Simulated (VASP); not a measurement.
Crystal: Be.

```
Be
1.0
    -1.25312    1.25312    1.25312
     1.25312   -1.25312    1.25312
     1.25312    1.25312   -1.25312
Be
1
Direct
  0.00000 0.00000 0.00000
```

This isn't the form of Be at room conditions, which is hcp.

```yaml
Program: VASP 6.6.1
Task: single point
Functional: PBE
Potentials_or_basis: VASP PAW PBE potentials, release 64 (Be)
Cutoff: 520 eV
k_mesh: 15 × 15 × 15
Occupations: fermi-dirac, width 0.05 eV
Spin: no spin polarisation
```

On this cell: pressure -0.7 GPa; band gap on the k mesh none (metal or under the smearing width).

The same run follows on a disturbed copy (cell strained at random at fixed volume):

```
CELL_PARAMETERS angstrom
-1.26090 1.21568 1.26380
1.26073 -1.23085 1.27880
1.26541 1.23536 -1.27896
ATOMIC_POSITIONS crystal
Be 0.00279 0.99550 0.99282
```

What does the disturbed cell give?

The energy (extrapolated to zero smearing) moves by +3.1 meV/atom; pressure -0.6 GPa; band gap on the k mesh none (metal or under the smearing width).

Stress tensor (GPa, compression positive):
```
-1.47 -0.71  0.01
-0.71  1.75  2.40
 0.01  2.40 -2.03
```
